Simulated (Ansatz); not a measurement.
FeO (Wuestite) under changes of volume

One of the cells (10.013 Å³/atom); the others are scaled copies at fixed shape and fractional positions:

```xyz
2
Lattice="0.0000 2.1554 2.1554 2.1554 0.0000 2.1554 2.1554 2.1554 0.0000" Properties=species:S:1:pos:R:3 pbc="T T T"
Fe    0.0000    0.0000    0.0000
O     2.1554    2.1554    2.1554
```

- Program: Ansatz 0.2.0
- Functional: LDA
- Potentials or basis: all-electron LAPW, scalar-relativistic
- Cutoff: 349 eV (chosen from the basis error)
- Basis error allowed: 0.001 eV/atom
- k mesh: 11 × 11 × 11
- Occupations: fermi-dirac, width 0.05 eV
- Spin: collinear spin, ferromagnetic start
- Starting moments: [3.0, 0.0] μB

```tsv
volume (Å³/atom)	energy over the lowest point (meV/atom)	pressure (GPa)	moment (μB per cell)
9.413	0.00	-4.9	3.96
9.613	8.19	-8.7	3.99
9.813	21.21	-12.3	4.00
10.013	38.72	-15.6	4.00
10.214	60.18	-18.6	4.00
10.414	85.12	-21.2	4.00
10.614	?	?	?
```

Question: What does the run at 10.614 Å³/atom give?

Answer: Energy over the lowest point 113.16 meV/atom; pressure -23.5 GPa; moment 4.00 μB per cell.

Worked out: A Birch-Murnaghan fit of order 3 (a polynomial in V^(-2/3)) to the other rows has its minimum at 9.22 Å³/atom, just outside them, with B0 = V·E''(V) = 224 GPa and B' = 4.1. It gives 113.20 meV/atom at 10.614 Å³/atom, against the run's 113.16, and -dE/dV = -23.7 GPa, against -23.5. A parabola through the other rows of the moment, of slope -0.0858 μB per Å³/atom there, extrapolates to 3.98 μB, against the run's 4.00.

Energies are extrapolated to zero smearing.

Caveats: a cell with one magnetic atom can't hold antiferromagnetic order, which such compounds often take.
